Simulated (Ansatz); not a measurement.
# PtS2 under changes of volume

One of the cells (18.261 Å³/atom); the others are scaled copies at fixed shape and fractional positions:

```
Pt S
1.0
     3.54320    0.00000    0.00000
    -1.77160    3.06850    0.00000
     0.00000    0.00000    5.03880
Pt S
1 2
Direct
  0.00000 0.00000 0.00000
  0.66667 0.33333 0.77300
  0.33333 0.66667 0.22700
```

| Property | Result |
| --- | --- |
| Program | Ansatz 0.2.0 |
| Functional | LDA |
| Potentials or basis | Ansatz PAW |
| Cutoff | 420 eV (not typed: the program's choice for these potentials) |
| k mesh | 9 × 9 × 5 |
| Occupations | fermi-dirac, width 0.05 eV |
| Spin | no spin polarisation |

```csv
volume (Å³/atom),energy over the lowest point (meV/atom),pressure (GPa),gap on the mesh (eV),largest force (eV/Å)
17.165,66.91,15.3,0.96,1.843
17.531,37.09,10.9,0.94,1.468
17.896,16.64,7.1,0.92,1.123
18.261,4.58,3.6,0.90,0.805
18.626,0.00,0.5,0.88,0.512
18.992,?,?,?,?
19.357,10.20,-4.8,0.84,0.007
```

Question: What does the run at 18.992 Å³/atom give?

Answer: Energy over the lowest point 2.11 meV/atom; pressure -2.3 GPa; gap on the mesh 0.86 eV; largest force 0.242 eV/Å.

Worked out: A Birch-Murnaghan fit of order 3 (a polynomial in V^(-2/3)) to the other rows has its minimum at 18.69 Å³/atom with B0 = V·E''(V) = 147 GPa and B' = 4.6 at fixed shape and positions, which overstates the stiffness. It gives 2.10 meV/atom at 18.992 Å³/atom, against the run's 2.11, and -dE/dV = -2.3 GPa, against -2.3. A straight line through the other rows of the gap, of slope -0.999 eV per unit of ln V, gives 0.86 eV, against the run's 0.86.

Energies are extrapolated to zero smearing.

Caveats: odd divisions of the mesh miss points on the zone boundary, where band edges often lie, so the gap on the mesh can be too wide; spin-orbit coupling is left out, which moves the levels of the heavy elements; the PAW data sets come from PBE, with cores solved anew for the run's functional, which leaves a small shift of forces and pressure; forces of over 1 eV/Å show positions far from the minimum, so gaps and moduli don't describe the material at rest (some runs).

A mesh can miss the band edges.
